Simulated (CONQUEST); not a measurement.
# Ti under changes of volume

One of the cells (16.731 Å³/atom); the others are scaled copies at fixed shape and fractional positions:

```xyz
2
Lattice="2.8709 0.0000 0.0000 0.0000 2.8709 0.0000 0.0000 0.0000 4.0600" Properties=species:S:1:pos:R:3 pbc="T T T"
Ti    0.0000    0.0000    0.0000
Ti    1.4354    1.4354    2.0300
```

This isn't the form of Ti at room conditions, which is hcp.

| Property | Result |
| --- | --- |
| Program | CONQUEST 1.3 |
| Functional | PBE |
| Potentials or basis | PseudoDojo NC PBE, DZP, grid of 32 × 32 × 48 points |
| k mesh | 8 × 8 × 6 |
| Occupations | fermi-dirac, width 0.05 eV |
| Spin | no spin polarisation |

| volume (Å³/atom) | energy over the lowest point (meV/atom) | pressure (GPa) |
| --- | --- | --- |
| 15.727 | 76.40 | 14.4 |
| 16.062 | 49.91 | 10.8 |
| 16.396 | 29.88 | 8.8 |
| 16.731 | 14.21 | 5.8 |
| 17.065 | ? | ? |
| 17.400 | 0.27 | 1.9 |
| 17.735 | 0.00 | -1.2 |

**Question.** What does the run at 17.065 Å³/atom give?

**Answer.** Energy over the lowest point 5.97 meV/atom; pressure 2.8 GPa.

Worked out: A Birch-Murnaghan fit of order 3 (a polynomial in V^(-2/3)) to the other rows has its minimum at 17.57 Å³/atom with B0 = V·E''(V) = 115 GPa (rough, since the energies scatter). It gives 4.84 meV/atom at 17.065 Å³/atom, against the run's 5.97, and -dE/dV = 3.4 GPa, against 2.8.

Energies are extrapolated to zero smearing.

Caveats: the basis of atomic orbitals isn't converged, which shifts pressures, moduli and gaps; the real-space grid breaks the cell's symmetry a little.
